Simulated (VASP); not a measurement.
**VASP inputs for KTaO3 (cubic perovskite)**

INCAR

```
LWAVE = .FALSE.
SIGMA = 0.01
NELM = 120
EDIFF = 1E-7
IBRION = -1
ENCUT = 520
PREC = Accurate
GGA = CA
LCHARG = .FALSE.
LREAL = .FALSE.
NSW = 0
ISIF = 2
LASPH = .TRUE.
ISMEAR = 0
NBANDS = 27
```

KPOINTS

```
KPOINTS created by Atomic Simulation Environment
0
Gamma
6 6 6
0 0 0
```

KPOINTS_OPT

```
special points
4
Reciprocal
0.0000000000 0.0000000000 0.0000000000 1
0.0000000000 0.5000000000 0.0000000000 1
0.5000000000 0.5000000000 0.0000000000 1
0.5000000000 0.5000000000 0.5000000000 1
```

POSCAR

```
K  Ta O
 1.0000000000000000
     3.9901311115727016    0.0000000000000000    0.0000000000000000
     0.0000000000000000    3.9901311115727016    0.0000000000000000
     0.0000000000000000    0.0000000000000000    3.9901311115727016
 K   Ta  O
   1   1   3
Cartesian
 -0.0000000000000000 -0.0000000000000000 -0.0000000000000000
  1.9950655557863506  1.9950655557863506  1.9950655557863506
  1.9950655557863506  1.9950655557863506  0.0000000000000000
  1.9950655557863506 -0.0000000000000000  1.9950655557863506
  0.0000000000000000  1.9950655557863506  1.9950655557863506
```

VASP ran with the recommended LDA PAW datasets (38 valence electrons in the cell).

Task: Predict the results.

Result: gap between bands v and c 2.02 eV; least direct gap 2.64 eV; pressure -4.7 GPa.

Band v is the last that the valence electrons fill when counted band by band, and c is the next. Levels in eV from the top of v:

| point | v−1 | v | c | c+1 |
| --- | --- | --- | --- | --- |
| Γ | -0.63 | -0.63 | 2.02 | 2.02 |
| X | -0.86 | -0.86 | 2.18 | 4.92 |
| M | -1.45 | -0.04 | 4.96 | 4.96 |
| R | 0.00 | 0.00 | 6.38 | 6.38 |
